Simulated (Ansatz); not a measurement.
Method: DFT PBE, scalar-relativistic, plane waves, PAW in Ansatz. All cells share a 420 eV cutoff and Γ-centred k meshes spaced at most about 0.3 Å⁻¹ (about 0.25 or finer for metals, 2π included). No spin polarisation.

Temperature and zero-point effects are left out.

Compare these two cells of TiTe2, each relaxed at this level.

A.

```
Ti Te
1.0
     5.98555    0.00000    0.00000
     0.00000    5.98555    0.00000
     0.00000    0.00000    5.98555
Ti Te
2 4
Direct
  0.00000 0.00000 0.00000
  0.50000 0.50000 0.50000
  0.25000 0.75000 0.25000
  0.75000 0.25000 0.25000
  0.75000 0.75000 0.75000
  0.25000 0.25000 0.75000
```

B.

```
Ti Te
1.0
    -1.69109    1.69109    7.12602
     1.69109   -1.69109    7.12602
     1.69109    1.69109   -7.12602
Ti Te
1 2
Direct
  0.00000 0.00000 0.00000
  0.62049 0.62049 0.00000
  0.37951 0.37951 0.00000
```

Question: Which is lower in energy, and by how much?

Answer: B is lower, by 186 meV/atom. A has the anti-cuprite type, space group Pn-3m (No. 224), 35.7 Å³/atom and no gap on its mesh; B has space group I4/mmm (No. 139), 27.2 Å³/atom and no gap. Counting Te atoms around Ti (those within 1.25 times the shortest such distance or 1.15 times the sum of covalent radii), A has Ti 4 and B has Ti 8. Both come from invented guesses. The lowest form computed isn't among them: it has the cadmium iodide type, space group P-3m1 (No. 164), 28.4 Å³/atom, is reached from a cell as deposited in COD and lies 271 meV/atom below the best shown.

Weakly bound directions are ill-defined at this level, which has no dispersion term (I4/mmm), and this can change margins and order among such cells. These runs have no spin–orbit coupling, which can matter for Te. Cells relaxed within their symmetry can be saddle points. Some types were kept out of the candidates beforehand, so the set may lack a known form.
